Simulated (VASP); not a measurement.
# Ta2N (P-3m1) in VASP: further runs, part 2 of 3

VASP 6.6.1. The steps go on from the part before.

### Step 3. Single point, PBE

File INCAR:

```
ADDGRID = False ; ALGO = Normal
EDIFF = 1E-7 ; ENCUT = 400
GGA = PE ; ISIF = 2
ISMEAR = 0 ; LASPH = True
LCHARG = False ; LREAL = False
LWAVE = False ; NELM = 100
PREC = Accurate ; SIGMA = 0.05
```

File KPOINTS:

```
k-points
0
Gamma
  10 10 6
```

File POSCAR:

```
Ta2N
1.0
    3.1128615060      0.0000000000      0.0000000000
   -1.5564307530      2.6958171426      0.0000000000
    0.0000000000      0.0000000000      4.8698410000
Ta N
2 1
Direct
    0.3333333333      0.6666666667      0.2547110000
    0.6666666667      0.3333333333      0.7452890000
    0.0000000000      0.0000000000      0.0000000000
```

Potentials or basis: VASP PAW PBE potentials, release 64 (Ta_pv, N).

On the command line:

```bash
> cat potpaw_PBE.64/Ta_pv/POTCAR potpaw_PBE.64/N/POTCAR > POTCAR
> mpirun -np 1 vasp_std > vasp.out
```

Run time: 25 s. Hardware: 1 thread of AMD EPYC 7R43 (Zen 3), shared host; peak memory 0.11 GiB.

These settings aren't checked as converged: the numbers below hold their error.

Results:

```
Free energy            : -34.3793 eV
Largest force          : 0.056 eV/Å
Band gap on the k mesh : none (metal or under the smearing width)
```

Caveat: the cutoff is under 1.25 times the usual one of these potentials, so pressure, stress and relaxed cells hold a basis-set (Pulay) error.

### Step 4. Single point, PBE

Changes to INCAR since step 3:

```diff
@@ -1,3 +1,3 @@
 ADDGRID = False ; ALGO = Normal
-EDIFF = 1E-7 ; ENCUT = 400
+EDIFF = 1E-7 ; ENCUT = 460
 GGA = PE ; ISIF = 2
```

KPOINTS is that of step 3.

POSCAR is that of step 3.

Potentials or basis: VASP PAW PBE potentials, release 64 (Ta_pv, N).

On the command line:

```bash
> cat potpaw_PBE.64/Ta_pv/POTCAR potpaw_PBE.64/N/POTCAR > POTCAR
> mpirun -np 1 vasp_std > vasp.out
```

OUTCAR:

```text
EDIFF = 1E-7
   ENCUT = 460
   GGA = PE
   ISIF = 2
   ISMEAR = 0
   LASPH = True
   LREAL = False
   NELM = 100
   PREC = Accurate

 Found     72 irreducible k-points:

 Following reciprocal coordinates:
            Coordinates               Weight
  0.000000  0.000000  0.000000      1.000000
  0.100000 -0.000000  0.000000      6.000000
  0.200000 -0.000000  0.000000      6.000000
  0.300000 -0.000000  0.000000      6.000000
  0.400000 -0.000000  0.000000      6.000000
  0.500000  0.000000  0.000000      3.000000
   k-points           NKPTS =     72   k-points in BZ     NKDIM =     72   number of bands    NBANDS=     17
   number of dos      NEDOS =    301   number of ions     NIONS =      3
   total plane-waves  NPLWV =  20736
   dimension x,y,z NGX =    24 NGY =   24 NGZ =   36
   dimension x,y,z NGXF=    48 NGYF=   48 NGZF=   72
   ions per type =               2   1
   NGX,Y,Z   is equivalent  to a cutoff of  12.82, 12.82, 12.29 a.u.
   NGXF,Y,Z  is equivalent  to a cutoff of  25.63, 25.63, 24.58 a.u.
 SYSTEM =  unknown system
   PREC   = accura    normal or accurate (medium, high low for compatibility)
   ISTART =      0    job   : 0-new  1-cont  2-samecut
   ICHARG =      2    charge: 1-file 2-atom 10-const
   ISPIN  =      1    spin polarized calculation?
   LNONCOLLINEAR =      F non collinear calculations
   LSORBIT =      F    spin-orbit coupling
   LASPH  =      T    aspherical Exc in radial PAW
   ENCUT  =  460.0 eV  33.81 Ry    5.81 a.u.   5.44  5.44  8.52*2*pi/ulx,y,z
   NELM   =    100;   NELMIN=  2; NELMDL= -5     # of ELM steps
   EDIFF  = 0.1E-06   stopping-criterion for ELM
   LREAL  =      F    real-space projection
   EDIFFG = 0.1E-05   stopping-criterion for IOM
   NSW    =      0    number of steps for IOM
   IBRION =     -1    ionic relax: 0-MD 1-quasi-New 2-CG
   NFREE  =      0    steps in history (QN), initial steepest desc. (CG)
   ISIF   =      2    stress and relaxation
   ISYM   =      2    0-nonsym 1-usesym 2-fastsym
   POTIM  = 0.5000    time-step for ionic-motion
   TEBEG  =    0.0;   TEEND  =   0.0 temperature during run
   PSTRESS=    0.0 pullay stress
   NELECT =      27.0000    total number of electrons
   NUPDOWN=      -1.0000    fix difference up-down
   EMIN   =  10.00;   EMAX   =-10.00  energy-range for DOS
   EFERMI =   0.00;   METHOD = LEGACY
   ISMEAR =     0;   SIGMA  =   0.05  broadening in eV -4-tet -1-fermi 0-gaus
   EFERMI_NEDOS =   21; number of points for ismear=-14 and -15
   IALGO  =     38    algorithm
   IMIX   =      4    mixing-type and parameters
     AMIX     =   0.40;   BMIX     =  1.00
     AMIX_MAG =   1.60;   BMIX_MAG =  1.00
  volume/ion in A,a.u.               =      13.62        91.93
  Fermi-wavevector in a.u.,A,eV,Ry     =   1.425852  2.694469 27.661374  2.033054
  Thomas-Fermi vector in A             =   2.546192
   LORBIT       =      0    0 simple, 1 ext, 2 COOP (PROOUT), +10 PAW based schemes
   GGA     = PE    functional components
   LHFCALC =     F    Hartree Fock is set to
   AEXX    =    0.0000 exact exchange contribution
   IVDW    =     0    specifies the selected vdW correction
   LEPSILON=     F    determine dielectric tensor
   LRPA    =     F    only Hartree local field effects (RPA)
 non-spin polarized calculation
 Gauss-broadening in eV      SIGMA  =   0.05
  energy-cutoff  :      460.00
  volume of cell :       40.87
 maximum number of plane-waves:       935
 NGX is ok and might be reduce to    24
   NGX = 11   NGY = 11   NGZ = 17

 number of electron      26.9999996 magnetization

 Free energy of the ion-electron system (eV)
  ---------------------------------------------------
  ext. energy  EPLUGINS =         0.00000000
  ---------------------------------------------------
  free energy    TOTEN  =       -34.37954139 eV

  energy without entropy =      -34.37650786  energy(sigma->0) =      -34.37802462

 E-fermi :   7.4690     XC(G=0): -12.8466

 val. band max:        7.4589267125   @ k =  -0.1000   0.4000   0.1667
 cond. band min:       7.4726243384   @ k =   0.0000   0.3000   0.3333
 fundamental gap:      0.0136976259
 Fermi energy:         7.4690264537

 k-point     1 :       0.0000    0.0000    0.0000
  band No.  band energies     occupation
      1     -28.2219      2.00000
      2     -27.5115      2.00000
      3     -27.5115      2.00000
      4     -27.3862      2.00000
      5     -27.3862      2.00000
      6     -27.2682      2.00000
[... 9 lines left out ...]
     16       7.7456      0.00000
     17       7.7456      0.00000

 k-point     2 :       0.1000   -0.0000    0.0000
  band No.  band energies     occupation
      1     -28.1926      2.00000
      2     -27.5694      2.00000
      3     -27.5324      2.00000
      4     -27.4444      2.00000
      5     -27.3910      2.00000
      6     -27.2797      2.00000
[... 9 lines left out ...]
     16       7.5130      0.21392
     17       8.7268      0.00000

 k-point     3 :       0.2000   -0.0000    0.0000
  band No.  band energies     occupation
      1     -28.1108      2.00000
      2     -27.7219      2.00000
      3     -27.5890      2.00000
      4     -27.5834      2.00000
      5     -27.4067      2.00000
      6     -27.3156      2.00000
[... 9 lines left out ...]
     16       8.3057      0.00000
     17       9.1149      0.00000

 k-point     4 :       0.3000   -0.0000    0.0000
  band No.  band energies     occupation
      1     -28.0005      2.00000
      2     -27.9045      2.00000
      3     -27.7551      2.00000
      4     -27.6418      2.00000
      5     -27.4302      2.00000
      6     -27.3766      2.00000
[... 9 lines left out ...]
     16       9.4884      0.00000
     17       9.5706      0.00000

 k-point     5 :       0.4000   -0.0000    0.0000
  band No.  band energies     occupation
      1     -28.0724      2.00000
      2     -27.8842      2.00000
      3     -27.8605      2.00000
      4     -27.6868      2.00000
      5     -27.4533      2.00000
      6     -27.4509      2.00000
[... 9 lines left out ...]
     16      10.4734      0.00000
     17      10.7444      0.00000

 k-point     6 :       0.5000    0.0000    0.0000
  band No.  band energies     occupation
      1     -28.1287      2.00000
      2     -27.9302      2.00000
      3     -27.7996      2.00000
      4     -27.7036      2.00000
      5     -27.4992      2.00000
      6     -27.4591      2.00000
[... 9 lines left out ...]
     16      11.1618      0.00000
     17      11.5036      0.00000

 [... further k-points ...]

------------------------ aborting loop because EDIFF is reached ----------------------------------------

  FORCE on cell =-STRESS in cart. coord.  units (eV):
  Direction    XX          YY          ZZ          XY          YZ          ZX
  --------------------------------------------------------------------------------------
  -------------------------------------------------------------------------------------
  Total       -0.4084277     -0.4084277     -0.0768063      0.0000000      0.0000000      0.0000000
  in kB      -16.0125582    -16.0125582     -3.0112180      0.0000000      0.0000000      0.0000000
  external PRESSURE =     -11.6787782 kB  Pullay stress =       0.0000000 kB

 VOLUME and BASIS-vectors are now :
 -----------------------------------------------------------------------------
  energy-cutoff  :      460.00
  volume of cell :       40.87
      direct lattice vectors                 reciprocal lattice vectors
     3.112861506  0.000000000  0.000000000     0.321247829  0.185472520  0.000000000
    -1.556430753  2.695817143  0.000000000     0.000000000  0.370945041  0.000000000
     0.000000000  0.000000000  4.869841000     0.000000000  0.000000000  0.205345513

 POSITION                                       TOTAL-FORCE (eV/Angst)
 -----------------------------------------------------------------------------------
     -0.00000      1.79721      1.24040        -0.000000      0.000000      0.049363
      1.55643      0.89861      3.62944         0.000000     -0.000000     -0.049363
      0.00000      0.00000      0.00000        -0.000000      0.000000     -0.000000
 -----------------------------------------------------------------------------------
    total drift:                               -0.000000      0.000000      0.000000

  FREE ENERGIE OF THE ION-ELECTRON SYSTEM (eV)
  ---------------------------------------------------
  free  energy   TOTEN  =       -34.3795413859 eV

  energy  without entropy=      -34.3765078607  energy(sigma->0) =      -34.37802462
```

OSZICAR:

```text
N       E                     dE             d eps       ncg     rms          rms(c)
DAV:   1     0.197882237537E+03    0.19788E+03   -0.14441E+04  2456   0.149E+03
DAV:   2    -0.294150379691E+02   -0.22730E+03   -0.22446E+03  2887   0.415E+02
DAV:   3    -0.375555903985E+02   -0.81406E+01   -0.79544E+01  3358   0.697E+01
DAV:   4    -0.376628721706E+02   -0.10728E+00   -0.10600E+00  3021   0.687E+00
DAV:   5    -0.376645852090E+02   -0.17130E-02   -0.17063E-02  3430   0.628E-01    0.263E+01
DAV:   6    -0.347585165655E+02    0.29061E+01   -0.21745E+01  2875   0.292E+01    0.126E+01
DAV:   7    -0.344381248570E+02    0.32039E+00   -0.23018E+00  2816   0.966E+00    0.668E+00
DAV:   8    -0.343841254696E+02    0.53999E-01   -0.28047E-01  2996   0.466E+00    0.461E-01
DAV:   9    -0.343800966533E+02    0.40288E-02   -0.42202E-02  3245   0.128E+00    0.239E-01
DAV:  10    -0.343797845936E+02    0.31206E-03   -0.95688E-03  3116   0.702E-01    0.101E-01
DAV:  11    -0.343795462409E+02    0.23835E-03   -0.22351E-03  2725   0.269E-01    0.303E-02
DAV:  12    -0.343795430069E+02    0.32340E-05   -0.15087E-04  3023   0.873E-02    0.626E-03
DAV:  13    -0.343795419532E+02    0.10538E-05   -0.56241E-06  3283   0.201E-02    0.373E-03
DAV:  14    -0.343795414303E+02    0.52289E-06   -0.31963E-06  2976   0.113E-02    0.161E-03
DAV:  15    -0.343795413859E+02    0.44338E-07   -0.26281E-07  2455   0.369E-03
   1 F= -.34379541E+02 E0= -.34378025E+02  d E =-.303353E-02
```

stdout:

```text
POSCAR found type information on POSCAR TaN
 POSCAR found :  2 types and       3 ions
 scaLAPACK will be used
 LDA part: xc-table for (Slater+PW92), standard interpolation
 POSCAR, INCAR and KPOINTS ok, starting setup
 FFT: planning ... GRIDC
 FFT: planning ... GRID_SOFT
 FFT: planning ... GRID
 WAVECAR not read
 entering main loop
```

Run time: 41 s. Hardware: 1 thread of AMD EPYC 7R43 (Zen 3), shared host; peak memory 0.14 GiB.

These settings aren't checked as converged: the numbers below hold their error.

What came out:

| Item | Value |
| --- | --- |
| Free energy | -34.3795 eV |
| Pressure | -1.2 GPa |
| Largest force | 0.049 eV/Å |
| Band gap on the k mesh | none (metal or under the smearing width) |

Caveat: the cutoff is under 1.25 times the usual one of these potentials, so pressure, stress and relaxed cells hold a basis-set (Pulay) error.

[end of part 2 of 3]
